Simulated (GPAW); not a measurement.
# Cu in GPAW: notebook

One slab, Cu, is run at these levels: PBE; tasks: single point.

Everything below comes from runs of GPAW 26.7.0. Logs are shortened: lines on timing, memory, paths and dates and some standing lists are left out, and cuts for length are marked. The log counts tension as positive stress, the text compression.

## Step 1: The cell of the first run

The cell holds a slab with vacuum, 2 atoms: a = 2.534 Å, b = 2.534 Å, c = 17.056 Å, α = 90.00°, β = 90.00°, γ = 120.00°.

## Step 2: Single point, PBE (the (0 0 1) slab of Cu, cut from the database cell, not relaxed)

Input file run.py:

```python
import numpy as np
from ase import Atoms
from ase.dft.bandgap import bandgap
from ase.io import write
from gpaw import GPAW, PW

atoms = Atoms(['Cu', 'Cu'],
              cell=[[2.5340966698, 0, 0.0],
                    [-1.2670483349, 2.1945920917, 0.0],
                    [0.0, 0.0, 17.056286]],
              scaled_positions=[[0.66666667, 0.33333334, 0.4397205816],
                                [0.33333333, 0.66666666, 0.5602793891]],
              pbc=True)
atoms.pbc = (True, True, False)

calc = GPAW(mode=PW(450),
            xc='PBE',
            kpts={'size': (12, 12, 1), 'gamma': True},
            occupations={'name': 'fermi-dirac', 'width': 0.05},
            nbands=23,
            convergence={'density': 1e-05, 'energy': 1e-05},
            maxiter=150,
            poissonsolver={'dipolelayer': 'xy'},
            txt='gpaw.txt')
atoms.calc = calc
energy = atoms.get_potential_energy()
forces = atoms.get_forces()
calc.write('gs.gpw')
write('result.traj', atoms)
print(f'Energy: {energy:.6f} eV')
print('Forces (eV/A):')
print(forces.round(4))
print('Fermi level:', round(calc.get_fermi_level(), 4), 'eV')
print(f'Gap: {bandgap(calc)[0]:.4f} eV, direct: {bandgap(calc, direct=True)[0]:.4f} eV')

v = calc.get_electrostatic_potential().mean(axis=(0, 1))
z = np.arange(len(v)) * atoms.cell[2, 2] / len(v)
ef = calc.get_fermi_level()
np.savetxt('planar.dat', np.c_[z, v], fmt='%.4f')
below, above = np.interp([1.5, atoms.cell[2, 2] - 1.5], z, v) - ef
print(f'Work functions: bottom {below:.4f} eV, top {above:.4f} eV')
print('Dipole moment:', *calc.get_dipole_moment().round(5), 'e A')
```

Potentials or basis: GPAW PAW data sets (gpaw-data 1.2.1), pw.

Command:

```console
$ OMP_NUM_THREADS=1 python run.py
```

gpaw.txt:

```text
__  _  _
 | _ |_)|_||  |
 |__||  | ||/\| - 26.7.0

Input parameters:
  mode=PW(ecut=450.00000000000006),
  convergence={'density': 1e-05, 'energy': 1e-05},
  kpts=MonkhorstPack(size=(12, 12, 1), gamma=True),
  maxiter=150,
  nbands=23,
  occupations=Occupations(name='fermi-dirac', width=0.05),
  poissonsolver=PoissonSolver(dipolelayer='xy'),
  xc=XC(name='PBE')

Diagonalizing LCAO Hamiltonian
Converting LCAO to pw mode

        Cu

          Cu

Atoms  # Å, Bohr magnetons
|   | symbol |         x |        y |        z |    initial magnetic moments |
|---|--------|-----------|----------|----------|-----------------------------|
| 0 |     Cu |  1.267048 | 0.731531 | 7.500000 | ( 0.0000,  0.0000,  0.0000) |
| 1 |     Cu | -0.000000 | 1.463061 | 9.556286 | ( 0.0000,  0.0000,  0.0000) |

Unit cell  # Å
| periodic |         x |        y |         z |   lengths |     angles |
|----------|-----------|----------|-----------|-----------|------------|
|      yes |  2.534097 | 0.000000 |  0.000000 |  2.534097 |  90.000000 |
|      yes | -1.267048 | 2.194592 |  0.000000 |  2.534097 |  90.000000 |
|       no |  0.000000 | 0.000000 | 17.056286 | 17.056286 | 120.000000 |

Number of symmetries: 12
Symmetry operations  # r_c * U_cc + t_c -> r_c
|    | kind |            matrix            |
|----|------|------------------------------|
|  0 |  σ   |  1, 1, 0,  0,-1, 0,  0, 0, 1 |
|  1 |  S6  |  1, 1, 0, -1, 0, 0,  0, 0,-1 |
|  2 |  E   |  1, 0, 0,  0, 1, 0,  0, 0, 1 |
|  3 |  C2  |  1, 0, 0, -1,-1, 0,  0, 0,-1 |
|  4 |  C2  |  0, 1, 0,  1, 0, 0,  0, 0,-1 |
|  5 |  C3  |  0, 1, 0, -1,-1, 0,  0, 0, 1 |
|  6 |  S6  |  0,-1, 0,  1, 1, 0,  0, 0,-1 |
|  7 |  σ   |  0,-1, 0, -1, 0, 0,  0, 0, 1 |
|  8 |  σ   | -1, 0, 0,  1, 1, 0,  0, 0, 1 |
|  9 |  i   | -1, 0, 0,  0,-1, 0,  0, 0,-1 |
| 10 |  C3  | -1,-1, 0,  1, 0, 0,  0, 0, 1 |
| 11 |  C2  | -1,-1, 0,  0, 1, 0,  0, 0,-1 |

BZ-sampling:
  Number of BZ points: 144
  Number of IBZ points: 19

  Monkhorst-Pack size: [12, 12, 1]
  Monkhorst-Pack shift: [0.041666666666666664, 0.041666666666666664, 0.0]

K-points  # in reciprocal-cell coordinates
|     |                                coordinates |     weight |
|-----|--------------------------------------------|------------|
|   0 | ( -0.00000000,  -0.00000000,   0.00000000) | 0.00694444 |
|   1 | (  0.08333333,  -0.00000000,   0.00000000) | 0.04166667 |
|   2 | (  0.16666667,  -0.08333333,   0.00000000) | 0.04166667 |
|   3 | (  0.16666667,  -0.00000000,   0.00000000) | 0.04166667 |
|   4 | (  0.25000000,  -0.08333333,   0.00000000) | 0.08333333 |
|   5 | (  0.25000000,  -0.00000000,   0.00000000) | 0.04166667 |
|   6 | (  0.33333333,  -0.16666667,   0.00000000) | 0.04166667 |
|   7 | (  0.33333333,  -0.08333333,   0.00000000) | 0.08333333 |
|   8 | (  0.33333333,  -0.00000000,   0.00000000) | 0.04166667 |
|   9 | (  0.33333333,   0.33333333,   0.00000000) | 0.01388889 |
| ... |                                            |            |
|  18 | (  0.50000000,   0.50000000,   0.00000000) | 0.02083333 |

Plane wave coefficients: 2141
Cutoff: 450.00000000000006 eV

Spin-components: 1 (collinear spins)
Bands:           23
Projectors:      12
Spin-degeneracy: 2
Datatype:        complex128

Parallelization:
  kpt:    1
  domain: 1
  band:   1

Density:
  Valence electrons: 22.0
  Components: 1
  Grid points: [14 14 84]
  Charge: 0.0  # |e|

Potential:
  Grid points: [14 14 84]

species:
  Cu:
    name:    Copper
    Z:       29.0
    valence: 11
    core:    18
    charge:  0.0  # [|e|]
    compensation charges:
      type: gauss
      rc: 0.33  # [Å]
      lmax: 2
    cutoffs:
      filter: 2.06  # [Å]
      core: 2.43  # [Å]
    projectors
    | kind |    occ | energy [eV] | rcut [Å] |
    |------|--------|-------------|----------|
    |   4s |  1.000 |      -4.609 |    1.164 |
    |   4p |  0.000 |      -0.698 |    1.164 |
    |   3d | 10.000 |      -5.039 |    1.058 |
    |    s |        |      22.603 |    1.164 |
    |    p |        |      26.513 |    1.164 |
    |    d |        |      22.172 |    1.058 |

    Using partial waves for Cu as LCAO basis

Reference energy: -90042.903682  # eV

eigensolver:
  PPCG
  Converge bands: occupied
  niter=2

density mixing:
  MSR1-Mixer
  Pratt-step length: 0.05
  Maximum mixing coefficient: 0.75
  Old densities: 10
  SVD Regularization: 0.005
  Good broyden scale: 1.0
  Trust region scale: 1.0
  Backstep threshold: 4.0
  History deletion threshold: 6.0
  Fourier metric: weight=20.0, sigma=0.015

occupation numbers:
  Fermi-Dirac:
    width: 0.0500  # eV

<gpaw.new.pw.poisson.DipoleLayerPWPoissonSolver object>
xc functional:
  name: PBE with 2 nearest neighbor stencil

convergence criteria:
- Maximum integral of absolute [dens]ity change: 1e-05 electrons / valence electron
- Maximum [total energy] change in last 3 cyles: 1e-05 eV / valence electron
- Maximum integral of absolute [eigenst]ate change: 4e-08 eV^2 / valence electron
maximum number of iterations: 150

SCF iterations
|iter     | |      energy | eigst |  dens |
|---------|-|-------------|-------|-------|
|iter:   1| |   -7.934073 | +0.02 |       |
|iter:   2| |   -7.250517 | -2.11 | -0.90 |
|iter:   3| |   -6.393338 | -1.48 | -1.03 |
|iter:   4| |   -6.365879 | -2.88 | -1.65 |
|iter:   5| |   -6.354888 | -3.91 | -1.92 |
|iter:   6| |   -6.352517 | -4.15 | -2.32 |
|iter:   7| |   -6.352518 | -5.84 | -3.43 |
|iter:   8| |   -6.352519c| -6.68 | -3.76 |
|iter:   9| |   -6.352519c| -7.99c| -4.35 |
|iter:  10| |   -6.352520c| -8.64c| -4.64 |
|iter:  11| |   -6.352520c| -9.03c| -5.68c|

Converged in 11 steps
Energy contributions relative to reference atoms: (reference = -90042.903682)

Energy contributions:
  Kinetic:         -24.419730
  Coulomb:          18.751893
  Zero:              0.258520
  External:          0.000000
  Xc:               -0.939892
  Entropy:          -0.006621
  Spinorbit:         0.000000
  ----------------------------
  Free energy:      -6.355830
  Extrapolated:     -6.352520

dipole moment: (-0.000000, -0.000001, -0.000008)  # |e|*Ang

Fermi level: -1.489
Eigenvalues  # (at kpt = [-0.000, -0.000, 0.000])
| band index |      eig [eV] | occ [0-2] |
|------------|---------------|-----------|
|          0 |        -9.720 |     2.000 |
|        ... |               |           |
|          4 |        -4.396 |     2.000 |
|          5 |        -4.315 |     2.000 |
|          6 |        -4.315 |     2.000 |
|          7 |        -3.588 |     2.000 |
|          8 |        -3.555 |     2.000 |
|          9 |        -3.555 |     2.000 |
[... 8 lines left out ...]
|         18 |         8.303 |     0.000 |
|         19 |        12.423 |     0.000 |
|        ... |               |           |
|         22 |        18.339 |     0.000 |

No gap
No difference between direct/indirect transitions
vacuum-level: 3.283  # V
Workfunctions: 4.772, 4.772 eV (top, bottom)

Forces  # eV/Ang
|        x |        y |        z |
|----------|----------|----------|
|  0.00000 | -0.00000 | -0.37051 |  # Cu   0
| -0.00000 | -0.00000 |  0.37051 |  # Cu   1

# Writing to gs.gpw (mode='')
```

It took 17 s on 1 thread of Intel Xeon Platinum 8259CL at 2.50GHz (Skylake/Cascade Lake), shared host; peak memory 0.16 GiB.

What came out:

| Item | Value |
| --- | --- |
| Free energy | -6.3558 eV |
| Largest force | 0.371 eV/Å |
| Band gap on the k mesh | none (metal or under the smearing width) |
| Dipole across the slab | 0.00 e·Å |
| Work function of the upper face | 4.77 eV |
| Work function of the lower face | 4.77 eV |

Forces in eV/Å, atoms in the order of the input:
```
Cu   0.000  0.000 -0.371
Cu   0.000  0.000  0.371
```

## Step 3: Single point, PBE (the (0 0 1) slab of Cu, cut from the database cell, not relaxed)

Changes to run.py since step 2:

```diff
@@ -6,8 +6,9 @@
 
-atoms = Atoms(['Cu', 'Cu'],
+atoms = Atoms(['Cu', 'Cu', 'Cu'],
               cell=[[2.5340966698, 0, 0.0],
                     [-1.2670483349, 2.1945920917, 0.0],
-                    [0.0, 0.0, 17.056286]],
-              scaled_positions=[[0.66666667, 0.33333334, 0.4397205816],
-                                [0.33333333, 0.66666666, 0.5602793891]],
+                    [0.0, 0.0, 19.112571]],
+              scaled_positions=[[0.66666667, 0.33333334, 0.3924118843],
+                                [0.33333333, 0.66666666, 0.5],
+                                [0.66666667, 0.33333334, 0.6075881157]],
               pbc=True)
@@ -19,3 +20,3 @@
             occupations={'name': 'fermi-dirac', 'width': 0.05},
-            nbands=23,
+            nbands=33,
             convergence={'density': 1e-05, 'energy': 1e-05},
```

Potentials or basis: GPAW PAW data sets (gpaw-data 1.2.1), pw.

Command:

```console
$ OMP_NUM_THREADS=1 python run.py
```

Wall time 31 s (1 thread of Intel Xeon Platinum 8259CL at 2.50GHz (Skylake/Cascade Lake), shared host); peak memory 0.18 GiB.

The run converged. Its results:

```
Free energy                     : -9.9284 eV
Largest force                   : 0.241 eV/Å
Band gap on the k mesh          : none (metal or under the smearing width)
Dipole across the slab          : 0.00 e·Å
Work function of the upper face : 4.77 eV
Work function of the lower face : 4.77 eV
```

Forces in eV/Å, atoms in the order of the input:
```
Cu   0.000  0.000 -0.241
Cu   0.000  0.000  0.000
Cu   0.000  0.000  0.241
```

Levels at points of the mesh, in eV from the Fermi level:
```
           k point  band 15  band 16  band 17  band 18  band 19  band 20
(0.00, 0.00, 0.00)    -1.75    -1.63    -1.63    -1.54    -0.11     4.20
(0.50, 0.50, 0.00)    -1.32     0.15     0.99     1.63     4.95     5.78
```

## Step 4: Single point, PBE (the (0 0 1) slab of Cu, cut from the database cell, not relaxed)

Changes to run.py since step 3:

```diff
@@ -6,9 +6,10 @@
 
-atoms = Atoms(['Cu', 'Cu', 'Cu'],
+atoms = Atoms(['Cu', 'Cu', 'Cu', 'Cu'],
               cell=[[2.5340966698, 0, 0.0],
                     [-1.2670483349, 2.1945920917, 0.0],
-                    [0.0, 0.0, 19.112571]],
-              scaled_positions=[[0.66666667, 0.33333334, 0.3924118843],
-                                [0.33333333, 0.66666666, 0.5],
-                                [0.66666667, 0.33333334, 0.6075881157]],
+                    [0.0, 0.0, 21.168856]],
+              scaled_positions=[[0.66666667, 0.33333334, 0.3542940629],
+                                [0.33333333, 0.66666666, 0.4514313622],
+                                [0.66666667, 0.33333334, 0.5485686614],
+                                [0.33333333, 0.66666666, 0.6457059607]],
               pbc=True)
@@ -20,3 +21,3 @@
             occupations={'name': 'fermi-dirac', 'width': 0.05},
-            nbands=33,
+            nbands=42,
             convergence={'density': 1e-05, 'energy': 1e-05},
```

Command:

```console
$ OMP_NUM_THREADS=1 python run.py
```

It took 45 s on 1 thread of Intel Xeon Platinum 8259CL at 2.50GHz (Skylake/Cascade Lake), shared host; peak memory 0.2 GiB.

It converged, with:

```
Free energy                     : -13.5631 eV
Largest force                   : 0.256 eV/Å
Band gap on the k mesh          : none (metal or under the smearing width)
Dipole across the slab          : 0.00 e·Å
Work function of the upper face : 4.78 eV
Work function of the lower face : 4.78 eV
```

Forces in eV/Å, atoms in the order of the input:
```
Cu   0.000  0.000 -0.256
Cu   0.000  0.000 -0.004
Cu   0.000  0.000  0.004
Cu   0.000  0.000  0.256
```

Levels at points of the mesh, in eV from the Fermi level:
```tsv
k point	band 19	band 20	band 21	band 22	band 23	band 24	band 25	band 26
(0.00, 0.00, 0.00)	-1.96	-1.71	-1.71	-1.66	-1.66	-1.25	-0.27	4.31
(0.50, 0.50, 0.00)	-1.40	-1.39	0.05	0.39	1.26	1.64	5.03	5.19
```

(Continued in part 2 of 2.)
